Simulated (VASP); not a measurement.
# TiO2 (Rutile): cell size and functional

How much does the relaxed cell of TiO2 (Rutile) depend on the functional? The starting structure is a measured crystal structure from the Crystallography Open Database. The first relaxation on each setting starts from this cell expanded by 3 % in volume.

Program: VASP 6.6.1. Level of theory: Kohn-Sham DFT with plane waves and PAW; PBEsol, LDA, PBE, PBEsol + D3(BJ), r2SCAN, PBEsol+U (Ti d 4 eV), LDA+U (Ti d 4 eV) and r2SCAN + rVV10. Results are calculated unless marked as measured.

### 1. The starting structure

The structure is tetragonal, space group P4_2/mnm (No. 136). Conventional cell: a = 4.592 Å, b = 4.592 Å, c = 2.957 Å, α = 90.00°, β = 90.00°, γ = 90.00°. Nearest to Ti lie 6 O at 1.95 to 1.98 Å. Nearest to O lie 3 Ti at 1.95 to 1.98 Å. Farther neighbours and most contacts between anions are not listed.

Coordinates:

```
Ti O
1.0
     4.59220    0.00000    0.00000
     0.00000    4.59220    0.00000
     0.00000    0.00000    2.95740
Ti O
2 4
Direct
  0.50000 0.50000 0.50000
  0.00000 0.00000 0.00000
  0.80496 0.19504 0.50000
  0.69504 0.69504 0.00000
  0.19504 0.80496 0.50000
  0.30496 0.30496 0.00000
```

### 2. Relaxation with PBEsol

PBEsol restores the gradient expansion of exchange and is tuned for the cells of solids. This run starts from the cell of an earlier relaxation, which isn't shown; the restart sets up the plane waves anew.

Contents of INCAR:

```
SYSTEM = TiO2
PREC = Accurate
ENCUT = 520
EDIFF = 1E-06
NELM = 100
ISMEAR = 0
SIGMA = 0.03
LREAL = .FALSE.
ALGO = Normal
GGA = PS
NBANDS = 30
LASPH = .TRUE.
LORBIT = 11
LWAVE = .FALSE.
LCHARG = .FALSE.
KPAR = 8
IBRION = 2
NSW = 50
ISIF = 3
EDIFFG = -0.006
```

Contents of POSCAR:

```
TiO2
1.0
    4.5948855126      0.0000000000      0.0000000000
    0.0000000000      4.5948855126      0.0000000000
    0.0000000000      0.0000000000      2.9427414413
Ti O
2 4
Direct
    0.5000000000      0.5000000000      0.5000000000
    0.0000000000      0.0000000000      0.0000000000
    0.8043565972      0.1956434028      0.5000000000
    0.6956434028      0.6956434028      0.0000000000
    0.1956434028      0.8043565972      0.5000000000
    0.3043565972      0.3043565972      0.0000000000
```

Contents of KPOINTS:

```
Automatic mesh
0
Gamma
6 6 8
0 0 0
```

The projector-augmented-wave data sets are Ti_sv and O (PBE family, release 64).

Launch:

```sh
$ mpirun -np 8 vasp_std
```

The log of the run:

```text
[banner, memory and clock lines left out]
running    8 mpi-ranks, on    1 nodes
 distrk:  each k-point on    1 cores,    8 groups
 distr:  one band on    1 cores,    1 groups

 POSCAR found type information on POSCAR TiO
 POSCAR found :  2 types and       6 ions
|                                                                             |
|           W    W    AA    RRRRR   N    N  II  N    N   GGGG   !!!           |
|           W    W   A  A   R    R  NN   N  II  NN   N  G    G  !!!           |
|           W    W  A    A  R    R  N N  N  II  N N  N  G       !!!           |
|           W WW W  AAAAAA  RRRRR   N  N N  II  N  N N  G  GGG   !            |
|           WW  WW  A    A  R   R   N   NN  II  N   NN  G    G                |
|           W    W  A    A  R    R  N    N  II  N    N   GGGG   !!!           |
|                                                                             |
|     For optimal performance we recommend to set                             |
|       NCORE = 2 up to number-of-cores-per-socket                            |
|     NCORE specifies how many cores store one orbital (NPAR=cpu/NCORE).      |
|     This setting can greatly improve the performance of VASP for DFT.       |
|     The default, NCORE=1 might be grossly inefficient on modern             |
|     multi-core architectures or massively parallel machines. Do your        |
|     Unfortunately you need to use the default for GW and RPA                |
|     calculations (for HF NCORE is supported but not extensively tested      |
|     yet).                                                                   |
|                                                                             |

|                                                                             |
|               ----> ADVICE to this user running VASP <----                  |
|                                                                             |
|     You enforced a specific xc type in the INCAR file but a different       |
|     [... a line on the potential file left out ...]
|     I HOPE YOU KNOW WHAT YOU ARE DOING!                                     |
|                                                                             |

 LDA part: xc-table for (Slater+PW92), standard interpolation
 POSCAR, INCAR and KPOINTS ok, starting setup
 FFT: planning ... GRIDC
 FFT: planning ... GRID_SOFT
 FFT: planning ... GRID
 WAVECAR not read
 entering main loop
       N       E                     dE             d eps       ncg     rms          rms(c)
DAV:   1     0.666070586755E+03    0.66607E+03   -0.24734E+04  3000   0.189E+03
DAV:   2     0.392985605914E+02   -0.62677E+03   -0.59419E+03  3218   0.553E+02
DAV:   3    -0.675805325961E+02   -0.10688E+03   -0.10451E+03  4526   0.206E+02
DAV:   4    -0.724082581104E+02   -0.48277E+01   -0.48220E+01  4134   0.443E+01
DAV:   5    -0.726009299536E+02   -0.19267E+00   -0.19263E+00  4054   0.740E+00    0.315E+01
DAV:   6    -0.566152602034E+02    0.15986E+02   -0.95267E+01  3686   0.962E+01    0.116E+01
DAV:   7    -0.563262019069E+02    0.28906E+00   -0.14079E+01  3630   0.313E+01    0.837E+00
DAV:   8    -0.563209380248E+02    0.52639E-02   -0.39563E+00  3564   0.199E+01    0.456E+00
DAV:   9    -0.560930128817E+02    0.22793E+00   -0.13987E+00  3562   0.114E+01    0.108E+00
DAV:  10    -0.561033151042E+02   -0.10302E-01   -0.11299E-01  3738   0.260E+00    0.525E-01
DAV:  11    -0.560990232427E+02    0.42919E-02   -0.18260E-02  3476   0.103E+00    0.745E-02
DAV:  12    -0.560992310438E+02   -0.20780E-03   -0.14053E-03  3238   0.401E-01    0.155E-01
DAV:  13    -0.560990189191E+02    0.21212E-03   -0.70417E-04  3686   0.259E-01    0.302E-02
DAV:  14    -0.560990180101E+02    0.90906E-06   -0.41201E-05  3774   0.563E-02    0.996E-03
DAV:  15    -0.560990188135E+02   -0.80341E-06   -0.44480E-06  3194   0.139E-02
   1 F= -.56099019E+02 E0= -.56099019E+02  d E =-.560990E+02
 curvature:   0.00 expect dE= 0.000E+00 dE for cont linesearch  0.000E+00
 trial: gam= 0.00000 g(F)=  0.690E-07 g(S)=  0.517E-05 ort = 0.000E+00 (trialstep = 0.100E+01)
 search vector abs. value=  0.524E-05
 reached required accuracy - stopping structural energy minimisation
```

It took 8.2 s on 8 MPI ranks of Intel Xeon 6975P-C (Granite Rapids), shared host; peak memory 1.8 GiB; 50 s of CPU time.

The logs omit lines about the potential files and the build; timing stands in the text.

From OUTCAR (step 2):

```text
ion  position               nearest neighbor table
   1  0.500  0.500  0.500-   4 1.94   6 1.94   4 1.94   6 1.94   5 1.98   3 1.98
   2  0.000  0.000  0.000-   3 1.94   5 1.94   3 1.94   5 1.94   4 1.98   6 1.98
   3  0.804  0.196  0.500-   2 1.94   2 1.94   1 1.98
   4  0.696  0.696  0.000-   1 1.94   1 1.94   2 1.98
   5  0.196  0.804  0.500-   2 1.94   2 1.94   1 1.98
   6  0.304  0.304  0.000-   1 1.94   1 1.94   2 1.98

  LATTYP: Found a simple tetragonal cell.
 ALAT       =     4.5948855126
 C/A-ratio  =     0.6404384686

 Subroutine GETGRP returns: Found 16 space group operations
 (whereof  8 operations were pure point group operations)

The static configuration has the point symmetry D_2h.
 The point group associated with its full space group is D_4h.

 Found     50 irreducible k-points:

   k-points           NKPTS =     50   k-points in BZ     NKDIM =     50   number of bands    NBANDS=     30

   dimension x,y,z NGX =    36 NGY =   36 NGZ =   24
   dimension x,y,z NGXF=    72 NGYF=   72 NGZF=   48

   ENCUT  =  520.0 eV  38.22 Ry    6.18 a.u.   8.54  8.54  5.47*2*pi/ulx,y,z

   NELECT =      48.0000    total number of electrons

 k-points in reciprocal lattice and weights: Automatic mesh
   0.00000000  0.00000000  0.00000000       0.003
   0.16666667  0.00000000  0.00000000       0.014
   0.33333333  0.00000000  0.00000000       0.014
   0.50000000  0.00000000  0.00000000       0.007
   0.16666667  0.16666667  0.00000000       0.014
   0.33333333  0.16666667  0.00000000       0.028
   0.50000000  0.16666667  0.00000000       0.014
   0.33333333  0.33333333  0.00000000       0.014
   0.50000000  0.33333333  0.00000000       0.014
[...]
0.50000000  0.33333333  0.50000000       0.014
   0.50000000  0.50000000  0.50000000       0.003

 average (electrostatic) potential at core
       1 -75.9427       2 -75.9427       3 -69.2565       4 -69.2565       5 -69.2565
       6 -69.2565

 E-fermi :   4.9877

 k-point     1 :       0.0000    0.0000    0.0000
  band No.  band energies     occupation
    ...
     20       2.8031      2.00000
     21       4.0864      2.00000
     22       4.3173      2.00000
     23       4.3173      2.00000
     24       4.7748      2.00000
     25       6.6052      0.00000
     26       6.8829      0.00000
     27       7.1788      0.00000
     28       7.2750      0.00000
     29       7.2750      0.00000
    ...

 k-point     2 :       0.1667    0.0000    0.0000
  band No.  band energies     occupation
    ...
     20       2.8158      2.00000
     21       3.8112      2.00000
     22       3.9064      2.00000
     23       4.0922      2.00000
     24       4.6745      2.00000
     25       6.7608      0.00000
     26       7.0823      0.00000
     27       7.3842      0.00000
     28       7.3869      0.00000
     29       7.4320      0.00000
    ...

 k-point     3 :       0.3333    0.0000    0.0000
  band No.  band energies     occupation
    ...
     20       2.7304      2.00000
     21       2.9018      2.00000
     22       3.5147      2.00000
     23       3.8693      2.00000
     24       4.3669      2.00000
     25       7.0601      0.00000
     26       7.3080      0.00000
     27       7.6374      0.00000
     28       7.7131      0.00000
     29       7.8373      0.00000
    ...

  Total       -0.0116875     -0.0116875     -0.0192436      0.0000000      0.0000000      0.0000000
  in kB       -0.3013921     -0.3013921     -0.4962435      0.0000000      0.0000000      0.0000000
  external PRESSURE =      -0.3663425 kB  Pullay stress =       0.0000000 kB

  energy-cutoff  :      520.00
  volume of cell :       62.13
      direct lattice vectors                 reciprocal lattice vectors
     4.594885513  0.000000000  0.000000000     0.217633279  0.000000000  0.000000000
     0.000000000  4.594885513  0.000000000     0.000000000  0.217633279  0.000000000
     0.000000000  0.000000000  2.942741441     0.000000000  0.000000000  0.339819186

 POSITION                                       TOTAL-FORCE (eV/Angst)
 -----------------------------------------------------------------------------------
      2.29744      2.29744      1.47137         0.000000      0.000000      0.000000
      0.00000      0.00000      0.00000         0.000000      0.000000      0.000000
      3.69593      0.89896      1.47137         0.000423     -0.000423     -0.000000
      3.19640      3.19640      0.00000        -0.000423     -0.000423     -0.000000
      0.89896      3.69593      1.47137        -0.000423      0.000423      0.000000
      1.39848      1.39848      0.00000         0.000423      0.000423      0.000000
 -----------------------------------------------------------------------------------
    total drift:                                0.000000      0.000000      0.000000

  FREE ENERGIE OF THE ION-ELECTRON SYSTEM (eV)
  ---------------------------------------------------
  free  energy   TOTEN  =       -56.0990188135 eV

  energy  without entropy=      -56.0990188135  energy(sigma->0) =      -56.09901881

 reached required accuracy - stopping structural energy minimisation

 total charge
# of ion       s       p       d       tot
------------------------------------------
    1        2.226   6.310   1.736  10.273
    2        2.226   6.310   1.736  10.273
    3        1.568   3.485   0.000   5.052
    4        1.568   3.485   0.000   5.052
    5        1.568   3.485   0.000   5.052
    6        1.568   3.485   0.000   5.052
--------------------------------------------------
tot         10.724  26.558   3.473  40.755

[... 3 further parts left out ...]
```

CONTCAR:

```
TiO2
   1.00000000000000
     4.5948855126000003    0.0000000000000000    0.0000000000000000
     0.0000000000000000    4.5948855126000003    0.0000000000000000
     0.0000000000000000    0.0000000000000000    2.9427414412999999
  Ti              O
     2     4
Direct
     0.5000000000000000    0.5000000000000000    0.5000000000000000
     0.0000000000000000    0.0000000000000000    0.0000000000000000
     0.8043565971999982    0.1956434028000018    0.5000000000000000
     0.6956434028000018    0.6956434028000018    0.0000000000000000
     0.1956434028000018    0.8043565971999982    0.5000000000000000
     0.3043565971999982    0.3043565971999982    0.0000000000000000
```

The PAW data sets were made with PBE, which is usual practice but a small mismatch for other functionals. The run keeps the 16 symmetry operations of its start, so it cannot find a distortion of lower symmetry.

With PBEsol the relaxed cell holds 10.355 Å³ an atom, -0.38 % against the measured cell, with a = 4.595 Å and c = 2.943 Å.

### 3. Relaxation with LDA

LDA, the lowest rung, knows the local density alone. This run starts from the cell of an earlier relaxation, which isn't shown; the restart sets up the plane waves anew.

INCAR: that of step 2 with these lines changed.

```diff
@@ -9,3 +9,3 @@
 ALGO = Normal
-GGA = PS
+GGA = CA
 NBANDS = 30
```

Contents of POSCAR:

```
TiO2
1.0
    4.5547997777      0.0000000000      0.0000000000
    0.0000000000      4.5547997777      0.0000000000
    0.0000000000      0.0000000000      2.9220560000
Ti O
2 4
Direct
    0.5000000000      0.5000000000      0.5000000000
    0.0000000000      0.0000000000      0.0000000000
    0.8038306481      0.1961693519      0.5000000000
    0.6961693519      0.6961693519      0.0000000000
    0.1961693519      0.8038306481      0.5000000000
    0.3038306481      0.3038306481      0.0000000000
```

KPOINTS is that of step 2.

PAW data sets: Ti_sv and O (LDA family, release 64).

Launch:

```sh
$ mpirun -np 8 vasp_std
```

The log of the run:

```text
[banner, memory and clock lines left out]
running    8 mpi-ranks, on    1 nodes
[...]
[... a notice as in an earlier step ...]

 LDA part: xc-table for (Slater(with rela. corr.)+CA(PZ))
 , standard interpolation
 POSCAR, INCAR and KPOINTS ok, starting setup
[...]
entering main loop
       N       E                     dE             d eps       ncg     rms          rms(c)
DAV:   1     0.654967453323E+03    0.65497E+03   -0.24649E+04  3000   0.189E+03
DAV:   2     0.319446127782E+02   -0.62302E+03   -0.59247E+03  3228   0.554E+02
DAV:   3    -0.707971266025E+02   -0.10274E+03   -0.10011E+03  4612   0.203E+02
DAV:   4    -0.754034476774E+02   -0.46063E+01   -0.46009E+01  4060   0.430E+01
[...]
DAV:  13    -0.587789563198E+02    0.21803E-03   -0.70810E-04  3636   0.283E-01    0.273E-02
DAV:  14    -0.587789549149E+02    0.14049E-05   -0.48966E-05  3778   0.588E-02    0.954E-03
DAV:  15    -0.587789555729E+02   -0.65805E-06   -0.40489E-06  2928   0.174E-02
   1 F= -.58778956E+02 E0= -.58778956E+02  d E =-.587790E+02
[...]
N       E                     dE             d eps       ncg     rms          rms(c)
DAV:   1    -0.587790323056E+02   -0.77391E-04   -0.41641E-03  3840   0.661E-01    0.843E-02
DAV:   2    -0.587789646038E+02    0.67702E-04   -0.35325E-04  3552   0.170E-01    0.376E-02
DAV:   3    -0.587789481614E+02    0.16442E-04   -0.14416E-04  3516   0.771E-02    0.109E-02
DAV:   4    -0.587789484923E+02   -0.33092E-06   -0.25789E-05  3666   0.249E-02    0.908E-03
DAV:   5    -0.587789489575E+02   -0.46518E-06   -0.10961E-06  1648   0.120E-02
   2 F= -.58778949E+02 E0= -.58778949E+02  d E =0.661545E-05
 trial-energy change:    0.000007  1 .order   -0.000004   -0.000020    0.000012
 step:   0.6190(harm=  0.6190)  dis= 0.00011  next Energy=   -58.778962 (dE=-0.627E-05)
 reached required accuracy - stopping structural energy minimisation
```

The job ended after 9.6 s (8 MPI ranks; peak memory 1.7 GiB).

OUTCAR, selected parts (step 3):

```text
  Total       -0.0317059     -0.0317059     -0.0267611      0.0000000      0.0000000      0.0000000
  in kB       -0.8375240     -0.8375240     -0.7069071      0.0000000      0.0000000      0.0000000
  external PRESSURE =      -0.7939850 kB  Pullay stress =       0.0000000 kB

 POSITION                                       TOTAL-FORCE (eV/Angst)
 -----------------------------------------------------------------------------------
      2.27762      2.27762      1.46150        -0.000000      0.000000      0.000000
      4.55525     -0.00000      0.00000        -0.000000      0.000000      0.000000
      3.66182      0.89343      1.46150         0.001792     -0.001792      0.000000
      3.17105      3.17105      0.00000        -0.001792     -0.001792      0.000000
      0.89343      3.66182      1.46150        -0.001792      0.001792     -0.000000
      1.38419      1.38419      2.92300         0.001792      0.001792     -0.000000
 -----------------------------------------------------------------------------------
    total drift:                                0.000000      0.000000     -0.000000

  FREE ENERGIE OF THE ION-ELECTRON SYSTEM (eV)
  ---------------------------------------------------
  free  energy   TOTEN  =       -58.7789489575 eV

  energy  without entropy=      -58.7789489575  energy(sigma->0) =      -58.77894896

[... 2 parts as in an earlier step ...]

[... 2 further parts left out ...]
[key lines of the parts left out:]
E-fermi :   5.0307
```

With LDA the relaxed cell holds 10.109 Å³ an atom, -2.75 % against the measured cell, with a = 4.555 Å and c = 2.923 Å. That is -2.38 % from PBEsol.

(Part 1 of 3 ends here.)

[Lines on the potential files, build, host, timing and source positions are cut from VASP's logs without a mark.]

[Logs are printed without paths, hosts, clocks, repeated set-up lines and the standing remarks that a program may print on its own settings, such as how far it seeks lower states.]

[Hosts, paths, dates, database ids (printed as entryN), source tags and the programs' standing remarks are cut or masked in the printed files.]
